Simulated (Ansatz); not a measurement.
## ²³Na nuclear quadrupole resonance in NaH3O2

Cell: a computed structure from the Materials Project (it need not be an observed phase), taken as it stands.

Space group Pbca (No. 61); a = 6.0018, b = 11.2530, c = 6.1165 Å.

```
site  Wyckoff  site symmetry       x       y       z
  Na       8c              1  0.6996  0.5559  0.8581
  H9       8c              1  0.8727  0.7132  0.5679
 H17       8c              1  0.4317  0.8656  0.7166
 H25       8c              1  0.6015  0.6300  0.4310
 O33       8c              1  0.5561  0.1188  0.1215
 O34       8c              1  0.8537  0.8709  0.0363
```

One atom of each set is listed.

All values are calculated (Ansatz; DFT, r2SCAN, plane waves and PAW, scalar-relativistic, 500 eV cutoff, Γ-centred 4×2×4 k-points, Fermi–Dirac smearing 0.02 eV), not measured.

²³Na: I = 3/2, Q = 104.0 mb (year-2017 value). Static lattice, zero field.

Task: At which frequencies do the ²³Na NQR lines lie?

Result: For I = 3/2 there is one line, ν = (|C_Q|/2)(1 + η²/3)^½.

```csv
site,atoms,V_zz (10²¹ V/m²),C_Q (MHz),η,line frequencies (MHz)
Na,8,0.89,2.24,0.76,1.22
```

The run took 3.6 min of wall time (3.6 min of CPU time) and 1.9 GiB at its peak, on 1 thread of Arm Neoverse V1 (aarch64; 8 cores open to the job, memory cap 3.0 GiB, no GPU), a shared host with a load of 0.3 a core.
